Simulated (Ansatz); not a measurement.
## WC (Qusongite) under changes of volume

One of the cells (10.376 Å³/atom); the others are scaled copies at fixed shape and fractional positions:

```xyz
2
Lattice="2.9065 0.0000 0.0000 -1.4532 2.5171 0.0000 0.0000 0.0000 2.8366" Properties=species:S:1:pos:R:3 pbc="T T T"
W     0.0000    0.0000    0.0000
C     1.4533    0.8390    1.4183
```

```yaml
Program: Ansatz 0.2.0
Functional: PBEsol
Potentials_or_basis: all-electron LAPW, scalar-relativistic
Cutoff: 363 eV (chosen from the basis error)
Basis_error_allowed: 0.0005 eV/atom
k_mesh: 10 × 10 × 9
Occupations: fermi-dirac, width 0.05 eV
Spin: no spin polarisation
```

| volume (Å³/atom) | energy over the lowest point (meV/atom) | pressure (GPa) |
| --- | --- | --- |
| 9.754 | 38.10 | 24.5 |
| 9.961 | 13.15 | 14.2 |
| 10.169 | 0.87 | 4.9 |
| 10.376 | 0.00 | -3.4 |
| 10.584 | 9.39 | -10.9 |
| 10.791 | 28.01 | -17.7 |
| 10.999 | ? | ? |

Q: What does the run at 10.999 Å³/atom give?

A: Energy over the lowest point 54.92 meV/atom; pressure -23.7 GPa.

Worked out: A Birch-Murnaghan fit of order 3 (a polynomial in V^(-2/3)) to the other rows has its minimum at 10.29 Å³/atom with B0 = V·E''(V) = 411 GPa and B' = 4.3 at fixed shape and positions, which overstates the stiffness. It gives 55.02 meV/atom at 10.999 Å³/atom, against the run's 54.92, and -dE/dV = -23.8 GPa, against -23.7.

Energies are extrapolated to zero smearing.
